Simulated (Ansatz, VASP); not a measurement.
## CdS in VASP and in Ansatz

Contents of INCAR:

```
SYSTEM = CdS
ALGO = Normal
EDIFF = 1E-7
ENCUT = 520
GGA = PE
ISIF = 2
ISMEAR = 0
LASPH = .True.
LCHARG = .False.
LREAL = .False.
LWAVE = .False.
NBANDS = 16
NELM = 100
PREC = Accurate
SIGMA = 0.05
```

File KPOINTS:

```
k-points
0
Gamma
  10 10 10
  0 0 0
```

The input POSCAR:

```
CdS
1.0
    0.0000000000      3.2665289966      2.3094360006
    3.2665289966      0.0000000000      2.3094360006
    3.2665289966      3.2665289966      0.0000000000
Cd S
1 1
Direct
    0.0000000000      0.0000000000      0.0000000000
    0.7500000000      0.7500000000      0.7500000000
```

Input for Ansatz:

```yaml
crystal:
  lattice:
    - [0.0, 3.2665289966, 2.3094360006]
    - [3.2665289966, 0.0, 2.3094360006]
    - [3.2665289966, 3.2665289966, 0.0]
  atoms:
    - { symbol: Cd, position: [0.0, 0.0, 0.0] }
    - { symbol: S, position: [0.75, 0.75, 0.75] }
basis:
  ecutwfc: 420
kpoints:
  mp_grid: { grid: [10, 10, 10] }
hamiltonian:
  xc: pbe
scf:
  occupations: { method: gaussian, width: 0.05 }
output:
  forces: true
  stress: true
  eigenvalues: true
```

Alike in both runs: task single point; functional PBE; k mesh 10 × 10 × 10; occupations gaussian, width 0.05 eV; no spin polarisation.

|  | VASP | Ansatz |
| --- | --- | --- |
| version | VASP 6.6.1 | Ansatz 0.2.0 |
| potentials or method | VASP PAW PBE potentials, release 64 (Cd, S) | scalar-relativistic, plane waves, PAW |
| plane-wave cutoff (eV) | 520 | 420 |
| valence electrons in the cell | 18 | 26 |

```tsv
	VASP	Ansatz	Ansatz less VASP
gap on the k mesh at the Fermi level (eV)	0.63	0.62	-0.006
least direct gap on the mesh (eV)	0.63	0.62	-0.006
pressure (GPa)	0.3	0.0	-0.32
largest component of the traceless stress (GPa)	2.32	2.42	+0.099
```

The functional is the same, so the differences come from potentials, cutoffs and numerics. The two sets of potentials don't hold the same shells in valence.
